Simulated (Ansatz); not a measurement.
Given:

ZrO$_{2}$:
```cif
data_O8Zr4
_chemical_formula_sum 'Zr4 O8'
_space_group_name_H-M_alt 'P21/c'
_space_group_IT_number 14
_space_group_name_Hall '-P 2ybc'
_cell_length_a 5.15225
_cell_length_b 5.22703
_cell_length_c 5.32920
_cell_angle_alpha 90.000
_cell_angle_beta 99.396
_cell_angle_gamma 90.000
loop_
_space_group_symop_operation_xyz
  'x, y, z'
  '-x, -y, -z'
  '-x, y+1/2, -z+1/2'
  'x, -y+1/2, z+1/2'
loop_
_atom_site_label
_atom_site_type_symbol
_atom_site_symmetry_multiplicity
_atom_site_Wyckoff_symbol
_atom_site_fract_x
_atom_site_fract_y
_atom_site_fract_z
_atom_site_occupancy
Zr1 Zr 4 e 0.27614 0.04211 0.20976 1
O1 O 4 e 0.06921 0.33370 0.34402 1
O2 O 4 e 0.55040 0.25737 0.02209 1
```

This is the r²SCAN-relaxed structure.

**Question.** All from plane-wave PAW r²SCAN (Ansatz code), unless another level is named. Give the band gap.

**Answer.** 4.16 eV (indirect).

**Question.** Predict the formation energy from the elements (no fitted shifts).

**Answer.** -3.72 eV/atom.

**Question.** Give the smallest direct gap on the standard path.

**Answer.** 4.23 eV.

**Question.** What about the valence-band maximum?

**Answer.** at Γ.

Space group P2_1/c. Symmetry was held in the r²SCAN relaxation. No spin polarisation was allowed. The references are the lowest solids computed at this level, not always the standard phases (solids in place of the gases). Spin–orbit coupling is left out wherever it is not named.

Potentials: the earlier of the program's two PAW sets.
